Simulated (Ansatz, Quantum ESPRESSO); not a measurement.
# PdIn: changing the pressure

The cell as given:

Symmetry: Pm-3m, No. 221, cubic system. The conventional cell has a = 3.272 Å, b = 3.272 Å, c = 3.272 Å, α = 90.00°, β = 90.00°, γ = 90.00°. Around In (site symmetry m-3m) lie 8 Pd at 2.83 Å. Pd (site symmetry m-3m) has 8 In at 2.83 Å as nearest neighbours.

The cell comes from a database or a generator and needn't be the stable form of this composition.

Kept alike: task relaxation of cell and atoms; functional PBEsol; k mesh 8 × 8 × 8; occupations fermi-dirac, width 0.05 eV; no spin polarisation. Program: Ansatz, Ansatz PAW, cutoff 420 eV. The mesh is that of the run's cell of 2 atoms. No spin-orbit coupling.

| pressure, P (GPa) | volume (Å³/atom) |
| --- | --- |
| 0 | 17.113 |
| 2 | ? |
| 5 | 16.559 |
| 10 | 16.098 |
| 20 | 15.362 |

The relaxations keep at least the cell's symmetry (Pm-3m). For a metal such a mesh leaves the last digits unconverged. Runs of this series that gave no sound value for these columns are left out. The runs follow the start's structure, whether or not it is the stable one at these pressures. All rows use potentials made for PBE.

Q: Fit the rows shown and predict the run at 2 GPa.

A: Murnaghan's form V = V0 (1 + B′P/B0)^(-1/B′) through the rows shown has V0 = 17.1130, B0 = 139.9 GPa and B′ = 4.99 (largest miss 0.0005); at P = 2 it gives 16.878 Å³/atom. The run gave: volume 16.878 Å³/atom.
